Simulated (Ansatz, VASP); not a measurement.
FeO (Wuestite) in VASP and in Ansatz

```xyz
2
Lattice="1.5011 0.8667 2.4514 -1.5011 0.8667 2.4514 0.0000 -1.7333 2.4514" Properties=species:S:1:pos:R:3 pbc="T T T"
Fe    0.0000    0.0000    0.0000
O     0.0000    0.0000    3.6771
```

Alike in both runs: functional PBEsol; k mesh 18 × 18 × 18; occupations gaussian, width 0.1 eV; collinear spin.

Ansatz relaxed the structure, and its values are those at the end. VASP's run is a single point on that final structure, the one shown.

```csv
,VASP,Ansatz
version,VASP 6.6.1,Ansatz 0.2.0
potentials or method,"VASP PAW PBE potentials, release 64 (Fe, O)","scalar-relativistic, plane waves, PAW"
plane-wave cutoff (eV),520,420
valence electrons in the cell,14,22
```

```tsv
	VASP	Ansatz	Ansatz less VASP
gap on the k mesh at the Fermi level (eV)	none	none	-
pressure (GPa)	0.4	0.0	-0.44
net moment per atom (μB)	2.00	2.00	0.000
size of the moment on the site where the two differ most (μB)	3.60	3.42	-0.183
```

Site moments also hang on the region over which each program counts them. A gap of «none» marks a metal or a gap that the smearing closes. With one functional, cell and mesh, what is left measures potentials, basis and numerics. The two sets of potentials don't hold the same shells in valence.

Caveats: the PAW data sets were made with another functional, which shifts forces and pressure a little (VASP); a cell with one magnetic atom can't hold antiferromagnetic order, which such compounds often take; semilocal functionals often make such compounds metallic where correlation or magnetic order opens a gap, which also shifts bond lengths.
